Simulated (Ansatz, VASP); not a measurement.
# Two plane-wave programs on MnO

File POSCAR:

```
MnO
1.0
    0.0000000000      2.2239077028      2.2239077028
    2.2239077028      0.0000000000      2.2239077028
    2.2239077028      2.2239077028      0.0000000000
Mn O
1 1
Direct
    0.0000000000      0.0000000000      0.0000000000
    0.5000000000      0.5000000000      0.5000000000
```

The input INCAR.step1:

```
SYSTEM = MnO
PREC = Accurate ; ENCUT = 520
ISMEAR = -1 ; SIGMA = 0.05
LREAL = .False. ; LASPH = .True.
NELM = 150 ; ISPIN = 2
MAGMOM = 4 0 ; LMAXMIX = 4
NBANDS = 20 ; GGA = PE
ALGO = Normal ; EDIFF = 1E-4
LWAVE = .True. ; LCHARG = .False.
```

Contents of INCAR.step2:

```
SYSTEM = MnO
PREC = Accurate ; ENCUT = 520
EDIFF = 1E-7 ; ISMEAR = -1
SIGMA = 0.05 ; LREAL = .False.
LASPH = .True. ; NELM = 150
ALGO = Normal ; ISIF = 2
LWAVE = .False. ; LCHARG = .False.
ISPIN = 2 ; MAGMOM = 4 0
LORBIT = 11 ; LMAXMIX = 4
METAGGA = R2SCAN ; LMIXTAU = .True.
NBANDS = 20 ; ISTART = 1
```

File KPOINTS:

```
regular mesh
0
Gamma
  6 6 6
  0 0 0
```

Contents of input.yaml:

```yaml
crystal:
  lattice:
    - [0.0, 2.2239077028, 2.2239077028]
    - [2.2239077028, 0.0, 2.2239077028]
    - [2.2239077028, 2.2239077028, 0.0]
  atoms:
    - { symbol: Mn, position: [0.0, 0.0, 0.0], spin: 4.0 }
    - { symbol: O, position: [0.5, 0.5, 0.5] }
hamiltonian:
  xc: r2scan
  pseudopotentials: { kind: paw }
magnetization:
  spin_polarized: true
kpoints:
  mp_grid: { grid: [6, 6, 6] }
  band_path:
    path:
      - [[0.0, 0.0, 0.0], [0.5, 0.0, 0.5], [0.5, 0.25, 0.75], [0.375, 0.375, 0.75], [0.0, 0.0, 0.0], [0.5, 0.5, 0.5], [0.625, 0.25, 0.625], [0.5, 0.25, 0.75], [0.5, 0.5, 0.5], [0.375, 0.375, 0.75]]
      - [[0.625, 0.25, 0.625], [0.5, 0.0, 0.5]]
    npoints: 14
scf:
  occupations: { method: fermi_dirac, width: 0.05 }
  n_extra_bands: 6
output:
  forces: true
  stress: true
  eigenvalues: true
  fatbands: false
```

The cell is a database's computed one.

Alike in both runs: functional r2SCAN; k mesh 6 × 6 × 6; occupations fermi-dirac, width 0.05 eV; collinear spin.

|  | VASP | Ansatz |
| --- | --- | --- |
| version | VASP 6.6.1 | Ansatz 0.2.0 |
| potentials or method | VASP PAW PBE potentials, release 64 (Mn_pv, O) | Ansatz PAW |
| plane-wave cutoff (eV) | 520 | 500 |
| valence electrons in the cell | 19 | 21 |
| task | single point | band structure |

```csv
,VASP,Ansatz,Ansatz less VASP
gap on the k mesh at the Fermi level (eV),none,none,-
pressure (GPa),0.4,0.2,-0.17
net moment per atom (μB),2.50,2.50,0.000
size of the moment on the site where the two differ most (μB),4.54,4.26,-0.277
```

Site moments also hang on the region over which each program counts them. A gap of «none» marks a metal or a gap that the smearing closes. The two sets of potentials don't hold the same shells in valence.

Caveats: the k mesh is coarse (spacing up to 0.41 Å⁻¹), so the values aren't converged; a cell with one magnetic atom can't hold antiferromagnetic order, which such compounds often take; semilocal functionals often make such compounds metallic where correlation or magnetic order opens a gap, which also shifts bond lengths; the PAW data sets were made with another functional, which shifts forces and pressure a little (VASP); the magnetic or orbital state may not be the lowest (Ansatz); the PAW data sets come from PBE, with cores solved anew for the run's functional, which leaves a small shift of forces and pressure (Ansatz).
